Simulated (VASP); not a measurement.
Co, 2 atoms in the cell. The structure is hexagonal, space group P6_3/mmc (No. 194). The conventional cell has a = 2.507 Å, b = 2.507 Å, c = 4.070 Å, α = 90.00°, β = 90.00°, γ = 120.00°. Around Co (site symmetry -6m2) lie 12 Co at 2.50 to 2.51 Å. 

| Property | Result |
| --- | --- |
| Program | VASP 6.6.1 |
| Task | electric field gradients |
| Functional | LDA |
| Potentials or basis | VASP PAW LDA potentials, release 64 (Co) |
| Cutoff | 520 eV |
| k mesh | 15 × 15 × 8 |
| Occupations | fermi-dirac, width 0.05 eV |
| Spin | collinear spin, ferromagnetic start |
| Starting moments | [1.5, 1.5] μB |
| Further INCAR settings | ALGO = Normal; EDIFF = 1e-07 |

Potentials or basis: VASP PAW LDA potentials, release 64 (Co).

Command:

```console
$ cat potpaw_LDA.64/Co/POTCAR > POTCAR
$ mpirun -np 1 vasp_std > vasp.out
```

Hardware: 1 thread of Intel(R) Xeon(R) 6975P-C (Granite Rapids), on a shared host.

Estimate the wall time of this run.

It took 39 s on 1 thread of Intel(R) Xeon(R) 6975P-C (Granite Rapids), with other jobs on the host, peak memory 0.17 GiB. Counts: scf iterations 15, k points 135.
